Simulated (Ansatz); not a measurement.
**Zone-centre modes in SiNi**

These are results of DFT PBEsol, scalar-relativistic, plane waves, PAW (Ansatz), not measurements. Settings: plane waves to 420 eV, k-mesh 8×12×8 (Γ-centred), Gaussian smearing 0.15 eV. No spin polarisation. A magnetic state may lie lower.

The undisturbed cell (relaxed at this level):

```yaml
crystal:
  lattice:
    - [5.08783, 0.00000, 0.00000]
    - [0.00000, 3.35777, 0.00000]
    - [0.00000, 0.00000, 5.52783]
  atoms:
    - { symbol: Si, position: [0.32143, 0.75000, 0.08656] }
    - { symbol: Si, position: [0.17857, 0.25000, 0.58656] }
    - { symbol: Si, position: [0.82143, 0.75000, 0.41344] }
    - { symbol: Si, position: [0.67857, 0.25000, 0.91344] }
    - { symbol: Ni, position: [0.00930, 0.25000, 0.18739] }
    - { symbol: Ni, position: [0.49070, 0.75000, 0.68739] }
    - { symbol: Ni, position: [0.50930, 0.25000, 0.31261] }
    - { symbol: Ni, position: [0.99070, 0.75000, 0.81261] }
```

Harmonic modes by finite displacements of 0.02 Å, without the LO–TO term.

Question: At this geometry, is the structure stable against these modes?

Answer: Yes: no mode is imaginary beyond 10 cm⁻¹, and only the three translations lie near zero.

Question: List the wavenumbers in cm⁻¹.

Answer: 0, 0, 0, 156, 174, 190, 205, 207, 224, 227, 232, 264, 287, 299, 302, 305, 333, 338, 346, 355, 370, 393, 397, 414.

Cost: 1 run of about 13 core-minutes, on Intel Xeon Platinum 8375C (Ice Lake) (shared hosts).